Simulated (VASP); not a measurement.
Sn, 2 atoms in the cell. It takes space group P6_3/mmc (No. 194, hexagonal). The conventional cell has a = 3.382 Å, b = 3.382 Å, c = 5.548 Å, α = 90.00°, β = 90.00°, γ = 120.00°. Sn (site symmetry -6m2) has 12 Sn at 3.38 to 3.39 Å as nearest neighbours. The cell was built by a generator and needn't be a form met in nature.

| Item | Value |
| --- | --- |
| Program | VASP 6.6.1 |
| Task | single point |
| Functional | PBE |
| Potentials or basis | VASP PAW PBE potentials, release 64 (Sn_d) |
| Cutoff | 520 eV |
| k mesh | 6 × 6 × 4 |
| Occupations | gaussian, width 0.05 eV |
| Spin | no spin polarisation |
| Dipole correction | no |
| Further INCAR settings | ALGO = Normal; EDIFF = 1e-06; NBANDS = 21 |

Potentials or basis: VASP PAW PBE potentials, release 64 (Sn_d).

Command:

```bash
$ cat potpaw_PBE.64/Sn_d/POTCAR > POTCAR
$ mpirun -np 1 vasp_std > vasp.out
```

Hardware: 1 thread of Intel(R) Xeon(R) Platinum 8488C (Sapphire Rapids), with other jobs on the host.

Problem. Estimate the wall time of this run.

Solution. It took 26 s on 1 thread of Intel(R) Xeon(R) Platinum 8488C (Sapphire Rapids) (shared host), peak memory 0.17 GiB. Counts: scf iterations 11, k points 21.
